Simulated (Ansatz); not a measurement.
Co, 1 atom in the cell. The typed cell holds 1 atom: a = 2.425 Å, b = 2.437 Å, c = 2.401 Å, α = 107.69°, β = 110.08°, γ = 109.82°. This isn't the form of Co at room conditions, which is hcp. The cell isn't the ideal one: cell sheared at random, sigma 0.01, atoms nudged by 0.01 Å.

* Program: Ansatz 0.2.0
* Task: single point
* Functional: PBE
* Potentials or basis: Ansatz PAW
* Cutoff: 420 eV (not typed: the program's choice for these potentials)
* k mesh: 11 × 11 × 11
* Occupations: fermi-dirac, width 0.05 eV
* Spin: collinear spin, ferromagnetic start
* Starting moments: [3.0] μB
* Fixed moment: 3 μB

Potentials or basis: Ansatz PAW.

Run with:

```bash
$ ansatz run input.yaml --threads 2 --pin off --max-ram 5632MiB --backend cpu --events-out ev --progress --plain --runs-dir out
```

Hardware: 2 threads of Arm Neoverse V2, on a shared host.

Task: How long does it take, and how much memory?

Result: It took 7.6 s on 2 threads of Arm Neoverse V2, on a shared host, peak memory 0.44 GiB. Counts: scf iterations 8, plane waves 211, k points 666, bands 14.
